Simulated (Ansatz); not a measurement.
Here is an Ansatz 0.2.0 calculation.

Contents of input.yaml:

```yaml
crystal:
  lattice:
    - [5.118, 0.0, 0.0]
    - [0.0, 5.1857, 0.0]
    - [-0.8586630598, 0.0, 5.2138671406]
  atoms:
    - { symbol: Hf, position: [0.2755, 0.4603, 0.708] }
    - { symbol: Hf, position: [0.7245, 0.9603, 0.792] }
    - { symbol: Hf, position: [0.7245, 0.5397, 0.292] }
    - { symbol: Hf, position: [0.2755, 0.0397, 0.208] }
    - { symbol: O, position: [0.0742, 0.1684, 0.8467] }
    - { symbol: O, position: [0.9258, 0.6684, 0.6533] }
    - { symbol: O, position: [0.9258, 0.8316, 0.1533] }
    - { symbol: O, position: [0.0742, 0.3316, 0.3467] }
    - { symbol: O, position: [0.4487, 0.7419, 0.9801] }
    - { symbol: O, position: [0.5513, 0.2419, 0.5199] }
    - { symbol: O, position: [0.5513, 0.2581, 0.0199] }
    - { symbol: O, position: [0.4487, 0.7581, 0.4801] }
hamiltonian:
  xc: pbe
  pseudopotentials: { kind: paw }
  hubbard: { sites: [{ species: Hf, l: d, u_eff: 1.0 }] }
kpoints:
  mp_grid: { grid: [5, 5, 5] }
scf:
  occupations: { method: fermi_dirac, width: 0.05 }
output:
  forces: true
  stress: true
relax:
  f_tol: 0.01
  max_steps: 40
  cell: { stress_tol: 0.05 }
```

Potentials or basis: Ansatz PAW.

Run with:

```bash
$ ansatz run input.yaml --threads 2 --pin off --max-ram 5120MiB --backend cpu --events-out ev --progress --plain --runs-dir out
```

Problem. Estimate the relaxed cell.

Solution. a = 5.176 Å, b = 5.217 Å, c = 5.363 Å, α = 90.00°, β = 99.59°, γ = 90.00°.

Problem. Predict the relaxed volume.

Solution. 11.90 Å³/atom.

Problem. Predict the space group after relaxing (to 0.05 Å).

Solution. P2_1/c (No. 14).

The path:
```tsv
step	energy change (eV)	largest force (eV/Å)	volume (Å³)
1	0.0000	0.4690	138.38
2	-0.0637	0.1862	143.16
3	-0.0854	0.1074	142.64
4	-0.0866	0.0630	142.78
5	-0.0897	0.0214	142.47
6	-0.0895	0.0049	142.56
7	-0.1136	0.0048	142.56
8	-0.1128	0.0099	142.77
9	-0.1138	0.0101	142.77
```

Caveat: the plane-wave basis is chosen anew once the cell has moved, so the energies of steps on either side of that aren't comparable; the pressure holds a Pulay correction of +0.8 GPa for the finite cutoff. PBE usually gives volumes a little too large and moduli too small.
